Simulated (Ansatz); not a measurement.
# How settings move the G0W0 gap of CaO (zincblende)

CaO in the zincblende structure, relaxed with r2SCAN; one-shot G0W0 in Ansatz without spin-orbit coupling. Note: simulated data, non-magnetic, for a generated structure that need not be the stable one.

```cif
data_structure
_symmetry_space_group_name_H-M 'F-43m'
_symmetry_Int_Tables_number 216
_cell_length_a 5.2135
_cell_length_b 5.2135
_cell_length_c 5.2135
_cell_angle_alpha 90.000
_cell_angle_beta 90.000
_cell_angle_gamma 90.000
_cell_volume 141.70
loop_
_atom_site_label
_atom_site_type_symbol
_atom_site_symmetry_multiplicity
_atom_site_Wyckoff_symbol
_atom_site_fract_x
_atom_site_fract_y
_atom_site_fract_z
_atom_site_occupancy
Ca1 Ca 4 a 0.00000 0.00000 0.00000 1
O1 O 4 d 0.25000 0.25000 0.75000 1
```

Gaps are read over the mesh points alone. G0W0 values are finite-basis, finite-mesh values.
```
 start       potentials      frequency model   mesh  empty bands  screening cutoff (eV)  Kohn-Sham gap (eV)  G0W0 gap (eV)       rough cost
   PBE              PAW  contour deformation  4×4×4           57                     80                3.33           4.50   6 core-seconds
   PBE              PAW  contour deformation  4×4×4          133                    140                3.33           4.72  21 core-seconds
   PBE              PAW  contour deformation  4×4×4          244                    210                3.33           4.84  80 core-seconds
 HSE06              PAW  contour deformation  4×4×4          133                    140                4.73           5.51  50 core-seconds
   LDA              PAW  contour deformation  4×4×4          133                    140                3.14           4.79  21 core-seconds
r2SCAN              PAW  contour deformation  4×4×4          133                    140                3.76           4.96  26 core-seconds
   PBE              PAW     Godby-Needs pole  4×4×4          133                    140                3.33           4.68  26 core-seconds
   PBE              PAW  contour deformation  6×6×6           57                     80                3.33           4.48  40 core-seconds
   PBE  norm-conserving  contour deformation  4×4×4          133                    140                3.34           4.74  50 core-seconds
```

G0W0 moves the gap on the mesh from 3.33 eV (PBE) to 4.84 eV (X to Γ). Renormalisation factors Z lie between 0.72 and 0.83.

Raising bands and cutoff together moves the gap by +0.22 eV (80 to 140 eV), then +0.12 eV (140 to 210 eV); the last step is still large, so the basis limit isn't reached. Starting from HSE06 (4.73 eV against PBE's 3.33 eV) gives 5.51 eV, +0.79 eV from G0W0@PBE at the same screening cutoff. Starting from LDA (3.14 eV against PBE's 3.33 eV) gives 4.79 eV, +0.07 eV from G0W0@PBE at the same screening cutoff. Starting from r2SCAN (3.76 eV against PBE's 3.33 eV) gives 4.96 eV, +0.24 eV from G0W0@PBE at the same screening cutoff. The Godby-Needs plasmon pole differs from contour deformation by -0.04 eV. A 6×6×6 mesh in place of 4×4×4 changes the opening over PBE by -0.01 eV (the gap on the mesh by -0.02 eV). Norm-conserving potentials (wave cutoff 1240 eV against 420 eV) shift the quasiparticle gap by +0.02 eV and the PBE gap by +0.01 eV. r2SCAN runs take a wave cutoff of 500 eV.
